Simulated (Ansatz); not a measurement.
Given:

```yaml
crystal:
  lattice:
    - [4.41165, 0.00000, 0.00000]
    - [2.20583, 3.82060, 0.00000]
    - [2.20583, -1.27353, 9.60537]
  atoms:
    - { symbol: Sb, position: [0.20118, 0.39941, 0.19823] }
    - { symbol: Sb, position: [0.79882, 0.60059, 0.80177] }
    - { symbol: Te, position: [0.00000, 0.00000, 0.00000] }
    - { symbol: Te, position: [0.58015, 0.20992, 0.62977] }
    - { symbol: Te, position: [0.41985, 0.79008, 0.37023] }
```

No spin polarisation.

Calculations: PBE-D3(BJ) (Ansatz, a first-principles code; PAW; 420 eV plane waves; without spin-orbit coupling). Settings: 9×9×9 k-points, 0.05 eV Fermi–Dirac smearing.

Problem. What is the computed space group?

Solution. R-3m (No. 166).

Problem. What is the computed mean in-plane stress (compression positive)?

Solution. -2.0 GPa.

The cells carry an imposed strain or load. Stability against distortions was not tested. The cell was made from Sb2Te3 in the Bi2Te3 type structure (space group R-3m, No. 166) by this change: biaxial strain +3.17 %, plane normal [001], relaxed out of plane.
